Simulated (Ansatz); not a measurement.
# CuO (Cc): one cell, many starting occupations (series 2), part 2 of 2

DFT+U has many self-consistent solutions. How far apart do the states of CuO (Cc) lie when only the starting occupations change? Cell and atoms stay fixed.

Ansatz 0.2.0; DFT LDA+U (U_eff = 4 eV on Cu d), plane waves, PAW. The steps go on from the part before.

### Step 5. Random orbitals: fully mixed, one electron fewer

input.yaml reads:

```yaml
crystal:
  lattice:
    - [2.34464976, -1.71339982, 0.0]
    - [2.34464976, 1.71339982, 0.0]
    - [-0.86054991, 0.0, 5.05943948]
  atoms:
    - { symbol: Cu, position: [0.0032, 0.4968, 0.0], spin: 2.0 }
    - { symbol: Cu, position: [0.4968, 0.0032, 0.5], spin: -2.0 }
    - { symbol: O, position: [0.5714, 0.4056, 0.2537] }
    - { symbol: O, position: [0.4056, 0.5714, 0.7537] }
basis:
  ecutwfc: 420
  ecutrho_ratio: 4
kpoints:
  mp_grid: { grid: [7, 7, 4] }
hamiltonian:
  xc: lda
  hubbard:
    sites:
      - { site: 0, l: d, u_eff: 4.0, starting_ns: [{ spin: up, occupation_matrix: s0up }, { spin: down, occupation_matrix: s0down }] }
      - { site: 1, l: d, u_eff: 4.0, starting_ns: [{ spin: up, occupation_matrix: s1up }, { spin: down, occupation_matrix: s1down }] }
    occupation_matrices:
      s0up:
        matrix:
          - [0.97, 0.0, 0.0, 0.0, 0.0]
          - [0.0, 0.97, 0.0, 0.0, 0.0]
          - [0.0, 0.0, 0.97, 0.0, 0.0]
          - [0.0, 0.0, 0.0, 0.97, 0.0]
          - [0.0, 0.0, 0.0, 0.0, 0.97]
      s0down:
        matrix:
          - [0.46522, -0.31199, 0.34972, -0.01604, 0.06958]
          - [-0.31199, 0.703, 0.13894, 0.20866, 0.14892]
          - [0.34972, 0.13894, 0.64733, 0.23866, 0.06206]
          - [-0.01604, 0.20866, 0.23866, 0.3253, -0.30995]
          - [0.06958, 0.14892, 0.06206, -0.30995, 0.80914]
      s1up:
        matrix:
          - [0.33781, 0.14161, -0.04822, 0.15053, -0.39481]
          - [0.14161, 0.84322, 0.12804, 0.22149, 0.13733]
          - [-0.04822, 0.12804, 0.82173, -0.30328, -0.09041]
          - [0.15053, 0.22149, -0.30328, 0.24895, -0.03726]
          - [-0.39481, 0.13733, -0.09041, -0.03726, 0.69829]
      s1down:
        matrix:
          - [0.97, 0.0, 0.0, 0.0, 0.0]
          - [0.0, 0.97, 0.0, 0.0, 0.0]
          - [0.0, 0.0, 0.97, 0.0, 0.0]
          - [0.0, 0.0, 0.0, 0.97, 0.0]
          - [0.0, 0.0, 0.0, 0.0, 0.97]
    ns_hold: { iters: 5 }
scf:
  occupations: { method: gaussian, width: 0.05 }
  lower_state_search: "off"
  max_iter: 150
output:
  forces: true
  stress: true
  eigenvalues: true
  populations: true
  hubbard: { sites: [{ site: 0, l: d }, { site: 1, l: d }] }
magnetization:
  spin_polarized: true
```

The typed matrices put 0.97 on the chosen orbitals and 0.02 on the others, and are held for 5 cycles.

Command:

```bash
ansatz run input.yaml --threads 2 --pin off --max-ram 3072MiB --backend cpu --events-out ev --progress --plain --runs-dir out
```

The program printed (excerpt; [...] marks lines left out):

```text
Warning: crystal.symmetry: narrowed to the stabiliser of the occupation matrices — unitary ops 1 → 1, anti-unitary 1 → 0; lowered by the specified shells (site 0, l: d), (site 1, l: d); largest admitted image defect 4.4e-16, smallest excluded 4.5e-1 — at a splitting's scale: the group the [...]
Warning: RAYON_NUM_THREADS=2 ignored (pool sized by the plan → 2); use --threads N
Cu: projections on atomic orbitals take those of the free atom [Ne] 3s2 3p6 3d10 4s1, of charge +0.00 (hamiltonian.pseudopotentials.projection_atoms); the dataset's partial waves leave at most 2.0e-6 of an orbital's norm unspanned inside its sphere
O: projections on atomic orbitals take those of the free atom [He] 2s2 2p4, of charge +0.00 (hamiltonian.pseudopotentials.projection_atoms); the dataset's partial waves leave at most 1.9e-8 of an orbital's norm unspanned inside its sphere
[...]
Pseudopotentials: kind: paw
Pseudopotential: Cu, paw, valence charge 19, recommended cutoff 420 eV (normal), Cu.paw.azcp
Pseudopotential: O, paw, valence charge 6, recommended cutoff 420 eV (normal), O.paw.azcp
Functional definition: SPW92
[...]
Crystal: 4 atoms, lattice volume = 40.651 Å³
Basis set: ecut = 420 eV, 789 PW (Γ)
[...]
WARN: hamiltonian.hubbard: on 2 of 4 specified blocks the occupation matrix of this SCF's result fails the test of the specified filling. At site 0 ↓ (sites count from 0 in the list of atoms of the cell that this SCF solves) the least filled combination of the orbitals specified full has [...]
     3      O      6.8825     0.0086
  spilling = 0.004513 (of n_electrons = 50.000000)
--- Occupation matrices: 2 shells (run DFT+U table (all-electron-ortho-atomic); ε = 1.84e-3) ---
  Cu0 d_3D: site group C1 (1)
  Cu0 d_3D up     Tr n = 4.9294  λ = 0.966 0.977 0.994 0.995 0.996  [xz 0.54 A(1.00) | xy 0.71 A(1.00) | 3× z2 0.30 A(1.00)]
  Cu0 d_3D dn     Tr n = 4.4968  λ = 0.526 0.978 0.997 0.998 0.998  [xz 0.61 A(1.00) | xy 0.72 A(1.00) | 3× z2 0.30 A(1.00)]
  specified occupation → Cu0 d_3D up: matrix, ‖Δ‖_F = 0.0446, Tr Δ = -0.0794, displaced = 0.0433, d_λ = 0.0446; orbital distance = 0.0000
  specified occupation → Cu0 d_3D dn: matrix, ‖Δ‖_F = 1.3093, Tr Δ = -1.5468, displaced = 1.0646, d_λ = 1.0842; orbital distance = 1.6675
  Cu1 d_3D: site group C1 (1)
  Cu1 d_3D up     Tr n = 4.4968  λ = 0.526 0.978 0.997 0.998 0.998  [xz 0.61 A(1.00) | xy 0.72 A(1.00) | 3× z2 0.30 A(1.00)]
  Cu1 d_3D dn     Tr n = 4.9294  λ = 0.966 0.977 0.994 0.995 0.996  [xz 0.54 A(1.00) | xy 0.71 A(1.00) | 3× z2 0.30 A(1.00)]
  specified occupation → Cu1 d_3D up: matrix, ‖Δ‖_F = 1.4259, Tr Δ = -1.5468, displaced = 1.1950, d_λ = 1.0842; orbital distance = 1.7718
  specified occupation → Cu1 d_3D dn: matrix, ‖Δ‖_F = 0.0446, Tr Δ = -0.0794, displaced = 0.0433, d_λ = 0.0446; orbital distance = 0.0000
  Tr n, λ and their labels are of the run-group-symmetrised matrices; stabiliser: 2 of 4 elements of G0×{1,Θ} (closed), max defect 1.2e-5 at τ = 3.9e-4
```

It took 41 s on 2 threads of Arm Neoverse V1, shared host; peak memory 0.5 GiB.

It ends with a gap on the mesh of 0.06 eV, pressure -7.7 GPa, moments in spheres Cu 0.46, -0.46 μB, largest force component 0.61 eV/Å, 1 symmetry operation imposed. The program reports that the typed filling wasn't kept.

How the shells are filled (orbitals counted by the eigenvalues of the occupation matrices):

| shell | channel | electrons | over 0.8 | 0.2 to 0.8 | under 0.2 |
| --- | --- | --- | --- | --- | --- |
| Cu 3d (atom 1) | up | 4.93 | 5 | 0 | 0 |
| Cu 3d (atom 1) | down | 4.50 | 4 | 1 | 0 |
| Cu 3d (atom 2) | up | 4.50 | 4 | 1 | 0 |
| Cu 3d (atom 2) | down | 4.93 | 5 | 0 | 0 |

### Step 6. Random orbitals: drawn by pairs, first filling

input.yaml: that of step 5 with these lines changed.

```diff
@@ -6,4 +6,4 @@
   atoms:
-    - { symbol: Cu, position: [0.0032, 0.4968, 0.0], spin: 2.0 }
-    - { symbol: Cu, position: [0.4968, 0.0032, 0.5], spin: -2.0 }
+    - { symbol: Cu, position: [0.0032, 0.4968, 0.0], spin: 1.0 }
+    - { symbol: Cu, position: [0.4968, 0.0032, 0.5], spin: -1.0 }
     - { symbol: O, position: [0.5714, 0.4056, 0.2537] }
@@ -31,14 +31,14 @@
         matrix:
-          - [0.46522, -0.31199, 0.34972, -0.01604, 0.06958]
-          - [-0.31199, 0.703, 0.13894, 0.20866, 0.14892]
-          - [0.34972, 0.13894, 0.64733, 0.23866, 0.06206]
-          - [-0.01604, 0.20866, 0.23866, 0.3253, -0.30995]
-          - [0.06958, 0.14892, 0.06206, -0.30995, 0.80914]
+          - [0.97, 0.0, 0.0, 0.0, 0.0]
+          - [0.0, 0.97, 0.0, 0.0, 0.0]
+          - [0.0, 0.0, 0.97, 0.0, 0.0]
+          - [0.0, 0.0, 0.0, 0.97, 0.0]
+          - [0.0, 0.0, 0.0, 0.0, 0.02]
       s1up:
         matrix:
-          - [0.33781, 0.14161, -0.04822, 0.15053, -0.39481]
-          - [0.14161, 0.84322, 0.12804, 0.22149, 0.13733]
-          - [-0.04822, 0.12804, 0.82173, -0.30328, -0.09041]
-          - [0.15053, 0.22149, -0.30328, 0.24895, -0.03726]
-          - [-0.39481, 0.13733, -0.09041, -0.03726, 0.69829]
+          - [0.97, 0.0, 0.0, 0.0, 0.0]
+          - [0.0, 0.97, 0.0, 0.0, 0.0]
+          - [0.0, 0.0, 0.97, 0.0, 0.0]
+          - [0.0, 0.0, 0.0, 0.97, 0.0]
+          - [0.0, 0.0, 0.0, 0.0, 0.02]
       s1down:
```

The typed matrices put 0.97 on the chosen orbitals and 0.02 on the others, and are held for 5 cycles.

Command:

```bash
ansatz run input.yaml --threads 2 --pin off --max-ram 3072MiB --backend cpu --events-out ev --progress --plain --runs-dir out
```

The program printed (excerpt; [...] marks lines left out):

```text
Warning: RAYON_NUM_THREADS=2 ignored (pool sized by the plan → 2); use --threads N
Cu: projections on atomic orbitals take those of the free atom [Ne] 3s2 3p6 3d10 4s1, of charge +0.00 (hamiltonian.pseudopotentials.projection_atoms); the dataset's partial waves leave at most 2.0e-6 of an orbital's norm unspanned inside its sphere
O: projections on atomic orbitals take those of the free atom [He] 2s2 2p4, of charge +0.00 (hamiltonian.pseudopotentials.projection_atoms); the dataset's partial waves leave at most 1.9e-8 of an orbital's norm unspanned inside its sphere
[...]
[... 4 set-up lines as earlier in the session ...]
[...]
Crystal: 4 atoms, lattice volume = 40.651 Å³
Basis set: ecut = 420 eV, 789 PW (Γ)
Bands: 32, of which v1, the nominal top of the filled ones, is band 25 counted from 1 (24 counted from 0)
[... 1 set-up line as earlier in the session ...]
[...]
WARN: hamiltonian.hubbard: on 2 of 4 specified blocks the occupation matrix of this SCF's result fails the test of the specified filling. At site 0 ↓ (sites count from 0 in the list of atoms of the cell that this SCF solves) the least filled combination of the orbitals specified full has [...]
  Cu0 d_3D dn     Tr n = 4.4968  λ = 0.526 0.978 0.997 0.998 0.998  [xz 0.61 A(1.00) | xy 0.72 A(1.00) | 2× z2 0.41 A(1.00) | yz 0.46 A(1.00)]
  specified occupation → Cu0 d_3D up: matrix, ‖Δ‖_F = 0.0446, Tr Δ = -0.0794, displaced = 0.0433, d_λ = 0.0446; orbital distance = 0.0000
  specified occupation → Cu0 d_3D dn: matrix, ‖Δ‖_F = 1.0587, Tr Δ = -0.5968, displaced = 0.7404, d_λ = 0.5080; orbital distance = 1.4089
  Cu1 d_3D: site group C1 (1)
  Cu1 d_3D up     Tr n = 4.4968  λ = 0.526 0.978 0.997 0.998 0.998  [xz 0.61 A(1.00) | xy 0.72 A(1.00) | 2× z2 0.41 A(1.00) | yz 0.46 A(1.00)]
  Cu1 d_3D dn     Tr n = 4.9294  λ = 0.966 0.977 0.994 0.995 0.996  [xz 0.54 A(1.00) | xy 0.71 A(1.00) | x2-y2 0.88 A(1.00) | z2 0.78 A(1.00) | yz 0.36 A(1.00)]
  specified occupation → Cu1 d_3D up: matrix, ‖Δ‖_F = 1.0587, Tr Δ = -0.5968, displaced = 0.7404, d_λ = 0.5080; orbital distance = 1.4089
  specified occupation → Cu1 d_3D dn: matrix, ‖Δ‖_F = 0.0446, Tr Δ = -0.0794, displaced = 0.0433, d_λ = 0.0446; orbital distance = 0.0000
  Tr n, λ and their labels are of the run-group-symmetrised matrices; stabiliser: 2 of 4 elements of G0×{1,Θ} (closed), max defect 2.3e-7 at τ = 9.8e-5
```

Wall time 49 s (2 threads of Arm Neoverse V1, shared host); peak memory 0.5 GiB.

Result: a gap on the mesh of 0.06 eV, pressure -7.7 GPa, moments in spheres Cu 0.46, -0.46 μB, largest force component 0.61 eV/Å, 1 symmetry operation imposed. The program reports that the typed filling wasn't kept.

The shells' filling, with natural orbitals sorted by occupation:

| shell | channel | electrons | over 0.8 | 0.2 to 0.8 | under 0.2 |
| --- | --- | --- | --- | --- | --- |
| Cu 3d (atom 1) | up | 4.93 | 5 | 0 | 0 |
| Cu 3d (atom 1) | down | 4.50 | 4 | 1 | 0 |
| Cu 3d (atom 2) | up | 4.50 | 4 | 1 | 0 |
| Cu 3d (atom 2) | down | 4.93 | 5 | 0 | 0 |

### Step 7. The states in order of energy

What follows sums up all 2 parts.

Energies count from the lowest free state and have the smearing extrapolated to zero.

| start | energy (meV/atom) | gap (eV) | pressure (GPa) | largest moment (μB) | SCF cycles | time |
| --- | --- | --- | --- | --- | --- | --- |
| random orbitals: drawn by pairs, first filling | 0.0 | 0.06 | -7.7 | 0.46 | 36 | 49 s |
| random orbitals: single harmonics, second filling | 0.0 | 0.06 | -7.7 | 0.46 | 36 | 52 s |
| from atoms, default search (earlier series) | 0.0 | 0.06 | -7.7 | 0.46 | 25 | 37 s |
| random orbitals: fully mixed, one electron fewer | 0.0 | 0.06 | -7.7 | 0.46 | 30 | 41 s |
| random orbitals: single harmonics, first filling | 0.0 | 0.06 | -7.7 | 0.46 | 38 | 71 s |
| random orbitals: fully mixed, first filling | 0.0 | 0.06 | -7.7 | 0.46 | 34 | 56 s |

The 6 free runs end within about 1 meV/atom of each other. The run with the program's default settings reaches the lowest one found. The lowest state found need not be the ground state, and the geometry wasn't relaxed for any of them.
